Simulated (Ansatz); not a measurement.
**Pb in Ansatz: the effect of target pressure**

The system is Pb.

```
Pb
1.0
    -1.97966    1.97966    1.97966
     1.97966   -1.97966    1.97966
     1.97966    1.97966   -1.97966
Pb
1
Direct
  0.00000 0.00000 0.00000
```

This isn't the form of Pb at room conditions, which is fcc.

Alike in all runs:

| Quantity | Value |
| --- | --- |
| Program | Ansatz 0.2.0 |
| Task | relaxation of cell and atoms |
| Functional | PBEsol |
| Potentials or basis | Ansatz PAW |
| Cutoff | 420 eV (not typed: the program's choice for these potentials) |
| k mesh | 9 × 9 × 9 |
| Occupations | fermi-dirac, width 0.05 eV |
| Spin | no spin polarisation |

Each run relaxes the cell or the atoms first.

| target pressure | relaxed volume (Å³/atom) |
| --- | --- |
| 0 GPa | 29.65 |
| 2 GPa | 28.55 |
| 5 GPa | 27.24 |
| 10 GPa | 25.66 |
| 20 GPa | ? |
| 30 GPa | 22.04 |

**Question.** What does the run with target pressure 20 GPa give?

**Answer.** Relaxed volume 23.52 Å³/atom.

Worked out: In Murnaghan's law V^(-B') rises as a straight line in P. The other rows fit best with B' = 4.4, V0 = 29.65 Å³/atom and B0 = 49 GPa, which gives 23.48 Å³/atom at 20 GPa, against the run's 23.52.

Caveats: the plane-wave basis is chosen anew once the cell has moved, so the energies of steps on either side of that aren't comparable; the PAW data sets come from PBE, with cores solved anew for the run's functional, which leaves a small shift of forces and pressure; the volume moved by over 15 % at a fixed basis, so the end points are rough (some runs).
